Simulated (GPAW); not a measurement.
Sn:

```
CELL_PARAMETERS angstrom
0.00000 3.23334 3.23334
3.23334 0.00000 3.23334
3.23334 3.23334 0.00000
ATOMIC_POSITIONS crystal
Sn 0.75000 0.75000 0.75000
Sn 0.50000 0.50000 0.50000
```

This isn't the form of Sn at room conditions, which is tetragonal (white tin).

```yaml
Program: GPAW 26.7.0
Task: relaxation of cell and atoms
Functional: PBEsol
Potentials_or_basis: PAW data sets generated in the run's folder for this functional
Cutoff: 600 eV
Basis: pw
k_mesh: 7 × 7 × 7
Occupations: fermi-dirac, width 0.05 eV
Spin: no spin polarisation
```

At the start: pressure 1.3 GPa; volume 33.80 Å³/atom.

Question: How do energy, volume and symmetry change on relaxing?

Answer: Over 10 steps the energy falls by 3.7 meV/atom and the volume is 34.84 Å³/atom (+3.1 %); space group Fd-3m (No. 227, to 0.05 Å).

Step by step:
```tsv
step	energy change (eV)	largest force (eV/Å)	pressure (GPa)	volume (Å³)
1	0.0000	0.0000	1.27	67.61
2	-0.0020	0.0000	1.08	67.88
3	-0.0049	0.0000	0.73	68.39
4	-0.0070	0.0000	0.30	69.06
5	-0.0073	0.0000	-0.16	69.80
6	-0.0073	0.0000	-0.15	69.79
7	-0.0073	0.0000	-0.14	69.78
8	-0.0073	0.0000	-0.13	69.75
9	-0.0073	0.0000	-0.11	69.72
10	-0.0074	0.0000	-0.08	69.68
```

Final structure:
```xyz
2
Lattice="0.0000 3.2661 3.2661 3.2661 0.0000 3.2661 3.2661 3.2661 0.0000" Properties=species:S:1:pos:R:3 pbc="T T T"
Sn    4.8991    4.8991    4.8991
Sn    3.2661    3.2661    3.2661
```

Caveat: later steps reuse the first step's grids.
